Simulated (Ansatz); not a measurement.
# Chromium, dhcp under RPBE: from relaxation to bulk modulus, part 3 of 3

The plan for chromium in the dhcp structure: relax it, solve it on a dense k-mesh, then scale the cell to 7 volumes from 88 to 112 % of the relaxed one and try a fit of the equation of state. The start is ferromagnetic. The k-meshes are 14×14×4 for the relaxation; 19×19×5 for the dense run; 16×16×4 for the volumes.

Ansatz 0.2.0; DFT, RPBE, plane waves (420 eV) with PAW, scalar-relativistic. Earlier steps stand in the parts before.

### 8 The cell scaled to 104 % of its volume

File input.yaml:

```yaml
crystal:
  lattice:
    - [2.5475680118, 0.0, 0.0]
    - [-1.2737840059, 2.2062586161, 0.0]
    - [0.0, 0.0, 8.9963229171]
  atoms:
    - { symbol: Cr, position: [0.0, 0.0, 1.0], spin: 1.5 }
    - { symbol: Cr, position: [0.0, 1.0, 0.5], spin: 1.5 }
    - { symbol: Cr, position: [0.3333333333, 0.6666666667, 0.25], spin: 1.5 }
    - { symbol: Cr, position: [0.6666666667, 0.3333333333, 0.75], spin: 1.5 }
hamiltonian:
  xc: rpbe
  pseudopotentials:
    kind: paw
    azcp:
      Cr: "pseudopotentials/Cr.paw.azcp"
basis:
  ecutwfc: 420
  fft_grid_basis: typed
kpoints:
  mp_grid: { grid: [16, 16, 4], shift: [0, 0, 0] }
magnetization:
  spin_polarized: true
scf:
  occupations: { method: fermi_dirac, width: 0.05 }
  lower_state_search: "off"
output:
  stress: true
```

The program printed (excerpt; [...] marks lines left out):

```text
Warning: RAYON_NUM_THREADS=2 ignored (pool sized by the plan → 2); use --threads N
[...]
Pseudopotentials: kind: paw
Pseudopotential: Cr, paw, valence charge 14, recommended cutoff 420 eV (normal), <dir>
Functional definition: RPBE
[...]
Crystal: 4 atoms, lattice volume = 50.565 Å³
Basis set: ecut = 420 eV, 1021 PW (Γ)
Bands: 38, of which v1, the nominal top of the filled ones, is band 28 counted from 1 (27 counted from 0)
Symmetry: 24 space group operations
Space group: P63/mmc (ITA 194), of the structure as read, at distance tolerance 3.7e-5 Å
[...]
WARN: the starting moments were not kept: the SCF closed with an absolute magnetisation of 6.6e-5 μB, where they sum to 6 μB in size (4 sites). That is at most 0.1 of that sum. Measured as dr2_m measures the in/out step, that magnetisation stands 1.2e-9 eV from none, at or under the [...]
Spin contamination: 0.0000 ħ² per cell (⟨S²⟩ above its minimum at these occupations)
Per-site moments (μB) at R_I (Å): [(2.214617889993438e-5, 1.0508718048704975), (2.2146178899935096e-5, 1.0508718048704975), (7.262839579134084e-6, 1.0508718048704975), (7.2628395793776605e-6, 1.0508718048704975)]
Free energy (F): -13527.340296 eV
[...]
E sigma→0 (E₀):  -13527.312293 eV
Entropy (-TS):   -0.056005 eV (-14.001 meV/atom)
Fermi energy:    17.440951 eV
[...]
--- Stress (GPa, compression-positive) ---
       -8.201073       0.000000       0.000000
        0.000000      -8.201073       0.000000
        0.000000       0.000000      -7.683938
  P = ⅓ Tr σ = -8.0287 GPa (-80.287 kbar)
```

Wall time 26 s (2 threads of an Arm CPU, shared host); peak memory 0.47 GiB.

### 9 The cell scaled to 108 % of its volume

Edit input.yaml of step 8 so:

```diff
@@ -2,5 +2,5 @@
   lattice:
-    - [2.5475680118, 0.0, 0.0]
-    - [-1.2737840059, 2.2062586161, 0.0]
-    - [0.0, 0.0, 8.9963229171]
+    - [2.5798191319, 0.0, 0.0]
+    - [-1.2899095659, 2.2341889054, 0.0]
+    - [0.0, 0.0, 9.1102125127]
   atoms:
```

The program printed (excerpt; [...] marks lines left out):

```text
Warning: RAYON_NUM_THREADS=2 ignored (pool sized by the plan → 2); use --threads N
[...]
Pseudopotentials: kind: paw
Pseudopotential: Cr, paw, valence charge 14, recommended cutoff 420 eV (normal), <dir>
Functional definition: RPBE
[...]
Crystal: 4 atoms, lattice volume = 52.509 Å³
Basis set: ecut = 420 eV, 1033 PW (Γ)
Bands: 38, of which v1, the nominal top of the filled ones, is band 28 counted from 1 (27 counted from 0)
Symmetry: 24 space group operations
Space group: P63/mmc (ITA 194), of the structure as read, at distance tolerance 3.7e-5 Å
[...]
WARN: the starting moments were not kept: the SCF closed with an absolute magnetisation of 4.4e-5 μB, where they sum to 6 μB in size (4 sites). That is at most 0.1 of that sum. Measured as dr2_m measures the in/out step, that magnetisation stands 5.1e-10 eV from none, at or under the [...]
Spin contamination: 0.0000 ħ² per cell (⟨S²⟩ above its minimum at these occupations)
Per-site moments (μB) at R_I (Å): [(1.3921459393721924e-5, 1.0641753919100556), (1.3921459393743484e-5, 1.0641753919100556), (5.585436317441072e-6, 1.0641753919100556), (5.585436317511258e-6, 1.0641753919100556)]
Free energy (F): -13527.201640 eV
[...]
E sigma→0 (E₀):  -13527.172394 eV
Entropy (-TS):   -0.058493 eV (-14.623 meV/atom)
Fermi energy:    16.677796 eV
[...]
--- Stress (GPa, compression-positive) ---
      -15.008409       0.000000       0.000000
        0.000000     -15.008409      -0.000000
        0.000000      -0.000000     -13.713167
  P = ⅓ Tr σ = -14.5767 GPa (-145.767 kbar)
```

It took 27 s on 2 threads of an Arm CPU, shared host; peak memory 0.48 GiB.

### 10 The cell scaled to 112 % of its volume

Edit input.yaml of step 9 so:

```diff
@@ -2,5 +2,5 @@
   lattice:
-    - [2.5798191319, 0.0, 0.0]
-    - [-1.2899095659, 2.2341889054, 0.0]
-    - [0.0, 0.0, 9.1102125127]
+    - [2.6112834418, 0.0, 0.0]
+    - [-1.3056417209, 2.2614377971, 0.0]
+    - [0.0, 0.0, 9.2213236159]
   atoms:
@@ -28 +28,5 @@
   stress: true
+  write_density: true
+  write_potential: true
+  elf: true
+  volumetric_format: npy
```

The program printed (excerpt; [...] marks lines left out):

```text
Warning: RAYON_NUM_THREADS=2 ignored (pool sized by the plan → 2); use --threads N
[...]
Pseudopotentials: kind: paw
Pseudopotential: Cr, paw, valence charge 14, recommended cutoff 420 eV (normal), <dir>
Functional definition: RPBE
[...]
Crystal: 4 atoms, lattice volume = 54.454 Å³
Basis set: ecut = 420 eV, 1105 PW (Γ)
Bands: 38, of which v1, the nominal top of the filled ones, is band 28 counted from 1 (27 counted from 0)
Symmetry: 24 space group operations
Space group: P63/mmc (ITA 194), of the structure as read, at distance tolerance 3.8e-5 Å
[...]
WARN: the starting moments were not kept: the SCF closed with an absolute magnetisation of 7.6e-5 μB, where they sum to 6 μB in size (4 sites). That is at most 0.1 of that sum. Measured as dr2_m measures the in/out step, that magnetisation stands 1.3e-9 eV from none, at or under the [...]
Per-site moments (μB) at R_I (Å): [(1.9752938809752624e-5, 1.0771544197471528), (1.9752938809696127e-5, 1.0771544197471528), (1.545404108033294e-5, 1.0771544197471528), (1.545404108034368e-5, 1.0771544197471528)]
Free energy (F): -13526.991414 eV
[...]
E sigma→0 (E₀):  -13526.960870 eV
Entropy (-TS):   -0.061087 eV (-15.272 meV/atom)
Fermi energy:    15.967589 eV
[...]
--- Stress (GPa, compression-positive) ---
      -20.517195       0.000000       0.000000
        0.000000     -20.517195      -0.000000
        0.000000      -0.000000     -18.574704
  P = ⅓ Tr σ = -19.8697 GPa (-198.697 kbar)
--- Band table (eV; the first three rows and the last of 180) ---
[...]
```

Run time: 34 s. Hardware: 2 threads of an Arm CPU, shared host; peak memory 0.49 GiB.

### 11 Energy and pressure against volume

All volumes keep the relaxed shape and fractional coordinates.

| V (Å³/atom) | E − E₀ (meV/atom) | P from the stress (GPa) | P from the fit (GPa) |
| --- | --- | --- | --- |
| 10.696 | 151.3 | 37.23 | 37.18 |
| 11.183 | 62.2 | 22.21 | 22.08 |
| 11.669 | 14.4 | 9.99 | 9.86 |
| 12.155 | 0.0 | 0.05 | -0.05 |
| 12.641 | 12.8 | -8.03 | -8.11 |
| 13.127 | 47.8 | -14.58 | -14.68 |
| 13.614 | 100.7 | -19.87 | -20.03 |

Fit (Birch-Murnaghan, third order): V₀ = 12.152 Å³/atom, B₀ = 223 GPa, B₀′ = 4.2, largest residual 0.05 meV/atom.

Fit and stress differ a little: one follows E(σ → 0), the other the smeared free energy.

### 12 Results

This closing draws on all 3 parts.

| quantity | value |
| --- | --- |
| space group (spins left aside) | P6_3/mmc (No. 194) |
| conventional cell | a = 2.514 Å, c = 8.879 Å (c/a = 3.531) |
| volume | 12.155 Å³/atom |
| shortest distance | 2.514 Å |
| gap on the mesh | none (levels filled in part) |
| magnetic state | non-magnetic |
| relative to bcc, antiferromagnetic | +423 meV/atom |
| V₀, B₀, B₀′ | 12.152 Å³/atom, 223 GPa, 4.2 |

What this shows: The relaxation enlarged the cell by 1.4 % in volume. Against the reference form of chromium (bcc, antiferromagnetic, computed apart with the same settings) it stands 423 meV/atom higher; part of this is magnetic energy, as this run has no moments. The moments die out: the run ends non-magnetic. No gap shows: it is a metal or semimetal at this level. B₀ comes out at 223 GPa; letting shape and positions relax at each volume could only lower it. The symmetry was held, so the structure may be unstable against distortions that break it.
